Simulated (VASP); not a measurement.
GaAs:

```
As Ga
1.0
     0.00000    2.82685    2.82685
     2.82685    0.00000    2.82685
     2.82685    2.82685    0.00000
As Ga
1 1
Direct
  0.75000 0.75000 0.75000
  0.00000 0.00000 0.00000
```

Base run:

| Property | Result |
| --- | --- |
| Program | VASP 6.6.1 |
| Functional | revPBE |
| Potentials or basis | VASP PAW PBE potentials, release 64 (As, Ga_d) |
| Cutoff | 520 eV |
| k mesh | 8 × 8 × 8 |
| Occupations | fermi-dirac, width 0.05 eV |
| Spin | no spin polarisation |

Its results: band gap on the k mesh 0.61 eV, direct.

Task: The run is repeated on the same cell with these changes: functional from revPBE to BLYP. What comes out?

Result: Band gap on the k mesh 0.40 eV, direct.

Not every run made on this cell is shown here.
